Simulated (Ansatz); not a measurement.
## What a trial cell of Fe relaxes into

Theory: Ansatz, DFT r2SCAN, scalar-relativistic, plane waves, PAW. Cutoff 500 eV, Γ-centred k mesh, Gaussian smearing, collinear spin, first started from parallel moments.

This is the end of a relaxation of cell and atoms.

```
CELL_PARAMETERS angstrom
2.51051 0.00000 0.00000
-1.25525 2.17416 0.00000
0.00000 0.00000 2.39615
ATOMIC_POSITIONS crystal
Fe 0.00000 0.00000 0.00000
```

Energies count from the standard state of Fe at the same level.

Q: What space group does it have?

A: P6/mmm (No. 191). Conventional cell: a = 2.511 Å, c = 2.396 Å. Fe is coordinated by 8 Fe at 2.40–2.51 Å.

Q: How far above the standard state of Fe does it lie?

A: 0.41 eV/atom.

Q: Is it a metal?

A: Yes, bands cross the Fermi level on the 27×27×22 mesh.

Q: What net moment does it keep?

A: 2.87 μB per atom, with site moments up to 2.93 μB.

The final run used a 27×27×22 mesh on its 1-atom cell and 0.10 eV smearing. The k mesh leaves about 4 meV/atom of noise in metals. The magnetic state reached may not be the lowest. The cell came from a trial start, so Fe may not exist in this structure.